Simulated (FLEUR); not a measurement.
# CdS (Hawleyite) (F-43m) in FLEUR: settings compared

One crystal, CdS (Hawleyite), is run at these levels: PW91, RPBE; tasks: band structure, equation of state.

Program: FLEUR, more than one build. These are calculated values, not measurements. Logs are shortened: lines on timing, memory, paths and dates and some standing lists are left out, and cuts for length are marked.

## Step 1: Starting point

It takes space group F-43m (No. 216, cubic). Conventional cell: a = 5.833 Å, b = 5.833 Å, c = 5.833 Å, α = 90.00°, β = 90.00°, γ = 90.00°. Around Cd (site symmetry -43m) lie 4 S at 2.53 Å. Around S (site symmetry -43m) lie 4 Cd at 2.53 Å.

## Step 2: Band structure, PW91

The input, inp.xml:

```xml
<?xml version="1.0" encoding="UTF-8" standalone="no"?>
<fleurInput fleurInputVersion="0.39">
   <comment>
      CdS                                                                                                 
   </comment>
   <calculationSetup>
      <cutoffs Kmax="4.39" Gmax="13.6" GmaxXC="13.6" numbands="0"/>
      <scfLoop itmax="60" minDistance="0.00001" maxIterBroyd="15" imix="Anderson" alpha="0.05" precondParam="0.0" spinf="2.0" sdNocoIR="T"/>
      <coreElectrons ctail="T" frcor="F" kcrel="0" coretail_lmax="0"/>
      <xcFunctional name="pw91" relativisticCorrections="F"/>
      <magnetism jspins="1"/>
      <soc l_soc="F" theta="0.0" phi="0.0" spav="F"/>
      <expertModes spex="0" secvar="F"/>
      <geometryOptimization l_f="F" forcealpha="1.0" forcemix="BFGS" epsdisp="0.00001" epsforce="0.00001"/>
      <ldaU l_linMix="F" mixParam="0.05" spinf="1.0"/>
   </calculationSetup>
   <cell>
      <bzIntegration valenceElectrons="26.0" mode="hist" fermiSmearingEnergy="0.00183747">
         <kPointListSelection listName="default-1"/>
         <!-- k-points included here -->
         <xi:include xmlns:xi="http://www.w3.org/2001/XInclude" href="kpts.xml"> </xi:include>
      </bzIntegration>
      <!-- symmetry operations included here -->
      <xi:include xmlns:xi="http://www.w3.org/2001/XInclude" href="sym.xml"> </xi:include>
      <bulkLattice scale="1.0">
[... 29 lines left out ...]
            <stateOccupation state="(3p3/2)" spinUp="1.333333" spinDown="1.333333"/>
         </electronConfig>
         <energyParameters s="3" p="3" d="3" f="4"/>
         <lo type="SCLO" l="0" n="3" eDeriv="2"/>
         <lo type="SCLO" l="1" n="3" eDeriv="2"/>
         <lo type="SCLO" l="2" n="3" eDeriv="2"/>
         <lo type="SCLO" l="3" n="4" eDeriv="2"/>
      </species>
   </atomSpecies>
   <atomGroups>
      <atomGroup species="Cadmium (Cd)">
         <relPos label="                   1">.0000000000 .0000000000 .0000000000</relPos>
         <force calculate="T" relaxXYZ="TTT"/>
      </atomGroup>
      <atomGroup species="Sulfur (S)">
         <relPos label="                   2">-1.000/4.000 -1.000/4.000 -1.000/4.000</relPos>
         <force calculate="T" relaxXYZ="TTT"/>
      </atomGroup>
   </atomGroups>
   <output dos="F" band="F" slice="F">
      <checks vchk="F" cdinf="F"/>
      <bandDOS minEnergy="-.5*Htr" maxEnergy="0.5*Htr" sigma="0.015" storeEVData="T"/>
      <vacuumDOS vacdos="F" integ="F" star="F" nstars="0" locx1="0.0" locy1="0.0" locx2="0.0" locy2="0.0" nstm="0" tworkf="0.0"/>
      <unfoldingBand unfoldBand="F" supercellX="1" supercellY="1" supercellZ="1"/>
      <plotting iplot="0" polar="F">
         <plot TwoD="T" vec1="  1.0  0.0  0.0" vec2="  0.0  1.0  0.0" vec3="  0.0  0.0  1.0" zero="  0.0  0.0  0.0" file="plot"/>
      </plotting>
      <chargeDensitySlicing numkpt="0" minEigenval="0.0" maxEigenval="0.0" nnne="0" pallst="F"/>
      <specialOutput eonly="F"/>
      <moessbauerParams electricFieldGradient="T" isomerShift="T" coreHyperfine="T" valenceHyperfine="T"/>
      <magneticCircularDichroism mcd="F" energyLo="-10.0" energyUp="0.0"/>
   </output>
  <!-- We include the file relax.xml here to enable relaxations (see documentation) -->
  <xi:include xmlns:xi="http://www.w3.org/2001/XInclude" href="relax.xml"> <xi:fallback/> </xi:include>
</fleurInput>
```

The input, crystal.txt:

```
CdS
&input cartesian=F /
0.0000000000  2.9165000000  2.9165000000
2.9165000000  0.0000000000  2.9165000000
2.9165000000  2.9165000000  0.0000000000
1.8897261246
1.0 1.0 1.0

2
48 0.0000000000  0.0000000000  0.0000000000
16 0.7500000000  0.7500000000  0.7500000000

&kpt div1=8 div2=8 div3=8 gamma=T /
```

The input, inp.xml (bands):

```
<?xml version="1.0" encoding="UTF-8" standalone="no"?>
<fleurInput fleurInputVersion="0.39">
   <comment>
      CdS                                                                                                 
   </comment>
   <calculationSetup>
      <cutoffs Kmax="4.39" Gmax="13.6" GmaxXC="13.6" numbands="0"/>
      <scfLoop itmax="60" minDistance="0.00001" maxIterBroyd="15" imix="Anderson" alpha="0.05" precondParam="0.0" spinf="2.0" sdNocoIR="T"/>
      <coreElectrons ctail="T" frcor="F" kcrel="0" coretail_lmax="0"/>
      <xcFunctional name="pw91" relativisticCorrections="F"/>
      <magnetism jspins="1"/>
      <soc l_soc="F" theta="0.0" phi="0.0" spav="F"/>
      <expertModes spex="0" secvar="F"/>
      <geometryOptimization l_f="F" forcealpha="1.0" forcemix="BFGS" epsdisp="0.00001" epsforce="0.00001"/>
      <ldaU l_linMix="F" mixParam="0.05" spinf="1.0"/>
   </calculationSetup>
   <cell>
      <bzIntegration valenceElectrons="26.0" mode="hist" fermiSmearingEnergy="0.00183747">
         <kPointListSelection listName="path-1"/>
         <!-- k-points included here -->
         <xi:include xmlns:xi="http://www.w3.org/2001/XInclude" href="kpts.xml"> </xi:include>
      </bzIntegration>
      <!-- symmetry operations included here -->
      <xi:include xmlns:xi="http://www.w3.org/2001/XInclude" href="sym.xml"> </xi:include>
      <bulkLattice scale="1.0">
         <bravaisMatrix>
[... 28 lines left out ...]
            <stateOccupation state="(3p3/2)" spinUp="1.333333" spinDown="1.333333"/>
         </electronConfig>
         <energyParameters s="3" p="3" d="3" f="4"/>
         <lo type="SCLO" l="0" n="3" eDeriv="2"/>
         <lo type="SCLO" l="1" n="3" eDeriv="2"/>
         <lo type="SCLO" l="2" n="3" eDeriv="2"/>
         <lo type="SCLO" l="3" n="4" eDeriv="2"/>
      </species>
   </atomSpecies>
   <atomGroups>
      <atomGroup species="Cadmium (Cd)">
         <relPos label="                   1">.0000000000 .0000000000 .0000000000</relPos>
         <force calculate="T" relaxXYZ="TTT"/>
      </atomGroup>
      <atomGroup species="Sulfur (S)">
         <relPos label="                   2">-1.000/4.000 -1.000/4.000 -1.000/4.000</relPos>
         <force calculate="T" relaxXYZ="TTT"/>
      </atomGroup>
   </atomGroups>
   <output dos="F" band="T" slice="F">
      <checks vchk="F" cdinf="F"/>
      <bandDOS minEnergy="-.5*Htr" maxEnergy="0.5*Htr" sigma="0.015" storeEVData="T"/>
      <vacuumDOS vacdos="F" integ="F" star="F" nstars="0" locx1="0.0" locy1="0.0" locx2="0.0" locy2="0.0" nstm="0" tworkf="0.0"/>
      <unfoldingBand unfoldBand="F" supercellX="1" supercellY="1" supercellZ="1"/>
      <plotting iplot="0" polar="F">
         <plot TwoD="T" vec1="  1.0  0.0  0.0" vec2="  0.0  1.0  0.0" vec3="  0.0  0.0  1.0" zero="  0.0  0.0  0.0" file="plot"/>
      </plotting>
      <chargeDensitySlicing numkpt="0" minEigenval="0.0" maxEigenval="0.0" nnne="0" pallst="F"/>
      <specialOutput eonly="F"/>
      <moessbauerParams electricFieldGradient="T" isomerShift="T" coreHyperfine="T" valenceHyperfine="T"/>
      <magneticCircularDichroism mcd="F" energyLo="-10.0" energyUp="0.0"/>
   </output>
  <!-- We include the file relax.xml here to enable relaxations (see documentation) -->
  <xi:include xmlns:xi="http://www.w3.org/2001/XInclude" href="relax.xml"> <xi:fallback/> </xi:include>
</fleurInput>
```

Potentials or basis: all-electron, FLAPW.

Started as:

```
inpgen -f crystal.txt -profile fastHighL
# inp.xml edited to the form shown
fleur_MPI
fleur_MPI   # second run, on inp.xml (bands)
```

What it wrote:

```text
Welcome to FLEUR        (www.flapw.de)
      MaX-Release 8.1          (www.max-centre.eu)

 ========== k-point set info ==========
 Selected k-point list: default-1
 k-point list type: mesh
 8 x 8 x 8
 Number of k points: 29

 ------------Calculation Setup---------------------------
 Number of MPI-tasks      :            1
 Number of PE/node        :            1
 Number of OMP-threads    :            1
 Most efficient MPI parallelization for:
           1          29
 Additional eigenvalue parallelization possible
 Number of basis functions:          601
 Approximate size of matrices (H+S) per k-point:         0.011 GB
 --------------------------------------------------------
 Iteration:     1   Distance:       8.00850655 me/bohr^3
 Iteration:     2   Distance:       7.14673191 me/bohr^3
 Iteration:     3   Distance:       3.67714112 me/bohr^3
 Iteration:     4   Distance:       1.65781245 me/bohr^3
 Iteration:     5   Distance:       1.13391068 me/bohr^3
 Iteration:     6   Distance:       0.27761262 me/bohr^3
 Iteration:     7   Distance:       0.24846567 me/bohr^3
 Iteration:     8   Distance:       0.03147850 me/bohr^3
 Iteration:     9   Distance:       0.01201904 me/bohr^3
 Iteration:    10   Distance:       0.00303939 me/bohr^3
 Iteration:    11   Distance:       0.00038780 me/bohr^3
 Iteration:    12   Distance:       0.00037137 me/bohr^3
 Iteration:    13   Distance:       0.00003439 me/bohr^3
 Iteration:    14   Distance:       0.00001966 me/bohr^3
 Iteration:    15   Distance:       0.00000468 me/bohr^3

 ********************************************************************
 Run finished successfully
 Stop message:
   all done
 ********************************************************************
```

output (bands):

```text
Welcome to FLEUR        (www.flapw.de)
      MaX-Release 8.1          (www.max-centre.eu)

 ========== k-point set info ==========
 Selected k-point list: path-1
 k-point list type: path
 Number of k points: 60

 ------------Calculation Setup---------------------------
 Number of MPI-tasks      :            1
 Number of PE/node        :            1
 Number of OMP-threads    :            1
 Most efficient MPI parallelization for:
           1           2           3           4           5           6          10          12          15          20          30          60
 Additional eigenvalue parallelization possible
 Number of basis functions:          601
 Approximate size of matrices (H+S) per k-point:         0.011 GB
 --------------------------------------------------------
 Fermi energy correction for insulators:
 No automatic correction of the Fermi energy has been performed.

 Note: Band structure data (together with different weights) is also stored in the banddos.hdf file.
       A convenient way of extracting and plotting the data from that file is by making use of the

 ********************************************************************
 Run finished successfully
 Stop message:
   Charge density postprocessing done.
 ********************************************************************
```

out.xml (last iteration):

```text
<iteration numberForCurrentRun="   15" overallNumber="   15">
         <energyParameters units="Htr">
            <atomicEP atomType="1" spin="1" branch="5s" branchLowest="-3.58" branchHighest="1.16" value="0.0355850280"/>
            <atomicEP atomType="1" spin="1" branch="5p" branchLowest="-2.14" branchHighest="1.81" value="0.1982251582"/>
            <atomicEP atomType="1" spin="1" branch="4d" branchLowest="-14.15" branchHighest="-0.03" value="-0.1194839284"/>
            <atomicEP atomType="1" spin="1" branch="4f" branchLowest="-9.99" branchHighest="2.06" value="0.5154488369"/>
            <loAtomicEP atomType="1" spin="1" branch="4s" branchLowest="-26.64" branchHighest="-3.58" value="-3.5834761979"/>
            <loAtomicEP atomType="1" spin="1" branch="4p" branchLowest="-21.77" branchHighest="-2.14" value="-2.1586524831"/>
            <loAtomicEP atomType="1" spin="1" branch="4p" branchLowest="-21.77" branchHighest="-2.14" value="-2.1586524831"/>
            <loAtomicEP atomType="1" spin="1" branch="4d" branchLowest="-14.15" branchHighest="-0.03" value="-0.1278704523"/>
            <loAtomicEP atomType="1" spin="1" branch="4f" branchLowest="-9.99" branchHighest="2.06" value="0.5154506603"/>
            <atomicEP atomType="2" spin="1" branch="3s" branchLowest="-7.37" branchHighest="0.85" value="-0.3746886803"/>
            <atomicEP atomType="2" spin="1" branch="3p" branchLowest="-5.35" branchHighest="1.44" value="-0.1050274248"/>
            <atomicEP atomType="2" spin="1" branch="3d" branchLowest="-9.99" branchHighest="2.05" value="0.1248827784"/>
            <atomicEP atomType="2" spin="1" branch="4f" branchLowest="-9.99" branchHighest="4.96" value="0.2922893853"/>
            <loAtomicEP atomType="2" spin="1" branch="3s" branchLowest="-7.37" branchHighest="0.85" value="-0.3746886803"/>
            <loAtomicEP atomType="2" spin="1" branch="3p" branchLowest="-5.35" branchHighest="1.44" value="-0.1054283450"/>
            <loAtomicEP atomType="2" spin="1" branch="3d" branchLowest="-9.99" branchHighest="2.05" value="0.1248823948"/>
            <loAtomicEP atomType="2" spin="1" branch="4f" branchLowest="-9.99" branchHighest="4.96" value="0.2922925389"/>
         </energyParameters>
         <eigenvalues>
            <eigenvaluesAt spin="1" ikpt="1" k_x="0.00000000" k_y="0.00000000" k_z="0.00000000">
                      -3.5834743997       -2.1525232244       -2.1525232244       -2.1525232244       -0.3142442233
                      -0.1442002530       -0.1442002530       -0.1442002530       -0.1266582199       -0.1266582199
                       0.1401618065        0.1401618065        0.1401618065        0.1808283798        0.3797975238
                       0.3797975238        0.3797975238        0.5588863725        0.5588863725        0.5602302515
                       0.6277695029
            </eigenvaluesAt>
            <eigenvaluesAt spin="1" ikpt="2" k_x="0.00000000" k_y="0.00000000" k_z="0.12500000">
                      -3.5834743017       -2.1525264437       -2.1525236001       -2.1525236001       -0.3119528525
                      -0.1433740321       -0.1433740321       -0.1422279480       -0.1266946278       -0.1266946278
                       0.1023559439        0.1356976413        0.1356976413        0.2118304877        0.3701568453
                       0.3870587049        0.3870587049        0.5374671137        0.5374671137        0.5804549054
                       0.6148040632
            </eigenvaluesAt>
[... 40 lines left out ...]
            <state n="2" l="1" j="0.5" energy="-5.3812265074" weight="1.0000000000"/>
            <state n="2" l="1" j="1.5" energy="-5.3347796896" weight="2.0000000000"/>
         </coreStates>
         <allElectronCharges>
            <spinDependentCharge spin="1" total="64.0000000" interstitial="3.9395355" mtSpheres="60.0604645"/>
            <totalCharge value="63.9999999970"/>
         </allElectronCharges>
         <moessbauerParams unitsHFF="kG" unitsIS="e/bohr^3" unitsEFG="Htr/bohr^2">
            <coreIsomerShift atomType="1" isTotal="161533.20376">
               <shell n="1" l="0" isomerShift="141644.76414"/>
               <shell n="2" l="0" isomerShift="16341.07401"/>
               <shell n="2" l="1" isomerShift="358.64839"/>
               <shell n="3" l="0" isomerShift="3115.23881"/>
               <shell n="3" l="1" isomerShift="73.47841"/>
               <shell n="3" l="2" isomerShift="0.00001"/>
            </coreIsomerShift>
            <coreIsomerShift atomType="2" isTotal="2932.96020">
               <shell n="1" l="0" isomerShift="2724.92050"/>
               <shell n="2" l="0" isomerShift="207.67840"/>
               <shell n="2" l="1" isomerShift="0.36131"/>
            </coreIsomerShift>
            <isomerShift atomType="1" nucleusRadius="0.0001140" averageDensity="162158.56648"/>
            <isomerShift atomType="2" nucleusRadius="0.0000750" averageDensity="2951.65212"/>
            <electricFieldGradient atomType="1" VXX="0.00000" VYY="0.00000" VZZ="0.00000" asymParam="0.00000">
            </electricFieldGradient>
            <electricFieldGradient atomType="2" VXX="0.00000" VYY="0.00000" VZZ="0.00000" asymParam="0.00000">
            </electricFieldGradient>
         </moessbauerParams>
         <totalEnergy                                    value="    -5996.2886377527" units="Htr">
            <sumOfEigenvalues                            value="    -3584.4976265059">
               <coreElectrons value="-3562.9073263950"/>
               <valenceElectrons value="-21.5903001109"/>
            </sumOfEigenvalues>
            <densityCoulombPotentialIntegral value="-9617.6079785022"/>
            <densityEffectivePotentialIntegral value="-9853.8911978644"/>
            <chargeDenXCDenIntegral value="-181.4749853688"/>
            <FockExchangeEnergyValence value="0.0000000000"/>
            <FockExchangeEnergyCore value="0.0000000000"/>
            <atomTypeDependentContributions atomType="1">
               <electronNucleiInteractionDifferentMTs value="6778.3338874631"/>
               <MadelungTerm value="-17.8532415985"/>
            </atomTypeDependentContributions>
            <atomTypeDependentContributions atomType="2">
               <electronNucleiInteractionDifferentMTs value="468.6402796650"/>
               <MadelungTerm value="-10.5758257647"/>
            </atomTypeDependentContributions>
            <tkbTimesEntropy value="0.0000000000"/>
            <freeEnergy value="-5996.2886377527"/>
            <extrapolationTo0K value="-5996.2886377527"/>
         </totalEnergy>
         <densityConvergence units="me/bohr^3">
            <chargeDensity spin="1" distance="0.0000046774"/>
         </densityConvergence>
      </iteration>
```

Run time: 75 s. Hardware: 1 thread of Intel Xeon Platinum 8375C at 2.90GHz (Ice Lake), shared host; peak memory 0.08 GiB.

What came out:

```
Free energy                                           : -163167.3262 eV
Band gap on the k mesh                                : 1.11 eV, direct
Band gap along the path                               : 1.11 eV, direct
Valence electrons inside the program's atomic spheres : Cd 18.53; S 3.53 (radii Cd 2.53, S 1.89 bohr)
```

Levels at the corners of the path, in eV from the valence-band top:
| point | band 9 | band 10 | band 11 | band 12 | band 13 | band 14 | band 15 | band 16 | band 17 | band 18 |
| --- | --- | --- | --- | --- | --- | --- | --- | --- | --- | --- |
| Γ | -7.26 | -7.26 | 0.00 | 0.00 | 0.00 | 1.11 | 6.52 | 6.52 | 6.52 | 11.39 |
| X | -7.17 | -6.82 | -3.95 | -1.87 | -1.87 | 3.55 | 4.34 | 9.17 | 10.75 | 10.75 |
| W | -7.25 | -6.63 | -3.90 | -2.26 | -2.18 | 5.40 | 5.42 | 7.21 | 8.03 | 11.07 |
| K | -7.22 | -6.68 | -3.94 | -2.53 | -1.52 | 4.22 | 5.42 | 8.46 | 9.00 | 9.55 |
| Γ | -7.26 | -7.26 | 0.00 | 0.00 | 0.00 | 1.11 | 6.52 | 6.52 | 6.52 | 11.39 |
| L | -7.22 | -6.88 | -4.40 | -0.75 | -0.75 | 2.98 | 6.99 | 6.99 | 7.44 | 11.02 |
| U | -7.22 | -6.68 | -3.94 | -2.53 | -1.52 | 4.22 | 5.42 | 8.46 | 9.00 | 9.55 |
| W | -7.25 | -6.63 | -3.90 | -2.26 | -2.18 | 5.40 | 5.42 | 7.21 | 8.03 | 11.07 |
| L | -7.22 | -6.88 | -4.40 | -0.75 | -0.75 | 2.98 | 6.99 | 6.99 | 7.44 | 11.02 |
| K | -7.22 | -6.68 | -3.94 | -2.53 | -1.52 | 4.22 | 5.42 | 8.46 | 9.00 | 9.55 |
| U | -7.22 | -6.68 | -3.94 | -2.53 | -1.52 | 4.22 | 5.42 | 8.46 | 9.00 | 9.55 |
| X | -7.17 | -6.82 | -3.95 | -1.87 | -1.87 | 3.55 | 4.34 | 9.17 | 10.75 | 10.75 |

Core levels (eV from the Fermi level):
| atom | levels |
| --- | --- |
| 1 Cd | 1s1/2 -26508.7, 2s1/2 -3930.7, 2p1/2 -3659.2, 2p3/2 -3466.7, 3s1/2 -728.8, 3p1/2 -620.0, 3p3/2 -585.7, 3d3/2 -393.0, 3d5/2 -386.0 |
| 2 S | 1s1/2 -2399.2, 2s1/2 -204.5, 2p1/2 -150.2, 2p3/2 -149.0 |

## Step 3: Equation of state, PW91, 23.32 Å³/atom (volume scaled by 0.94)

Changes to inp.xml since step 2:

```diff
@@ -6,3 +6,3 @@
    <calculationSetup>
-      <cutoffs Kmax="4.39" Gmax="13.6" GmaxXC="13.6" numbands="0"/>
+      <cutoffs Kmax="4.51" Gmax="14.0" GmaxXC="14.0" numbands="0"/>
       <scfLoop itmax="60" minDistance="0.00001" maxIterBroyd="15" imix="Anderson" alpha="0.05" precondParam="0.0" spinf="2.0" sdNocoIR="T"/>
@@ -24,3 +24,3 @@
       <xi:include xmlns:xi="http://www.w3.org/2001/XInclude" href="sym.xml"> </xi:include>
-      <bulkLattice scale="1.0">
+      <bulkLattice scale="0.9795861087">
          <bravaisMatrix>
@@ -34,3 +34,3 @@
       <species name="Cadmium (Cd)" element="Cd" atomicNumber="48">
-         <mtSphere radius="2.53" gridPoints="837" logIncrement="0.015"/>
+         <mtSphere radius="2.45" gridPoints="837" logIncrement="0.015"/>
          <atomicCutoffs lmax="10" lnonsphr="8"/>
@@ -48,3 +48,3 @@
       <species name="Sulfur (S)" element="S" atomicNumber="16">
-         <mtSphere radius="1.89" gridPoints="625" logIncrement="0.018"/>
+         <mtSphere radius="1.84" gridPoints="625" logIncrement="0.018"/>
          <atomicCutoffs lmax="8" lnonsphr="6"/>
```

Potentials or basis: all-electron, FLAPW.

Started as:

```
inpgen -f crystal.txt -profile fastHighL
# inp.xml edited to the form shown
fleur_MPI
```

It took 68 s on 1 thread of Intel Xeon Platinum 8375C at 2.90GHz (Ice Lake), shared host; peak memory 0.08 GiB.

Results (log left out):

| Item | Value |
| --- | --- |
| Free energy | -163167.2362 eV |
| Band gap on the k mesh | 1.23 eV, direct |
| Valence electrons inside the program's atomic spheres | Cd 18.41; S 3.38 (radii Cd 2.45, S 1.84 bohr) |

(Continued in part 2 of 2.)
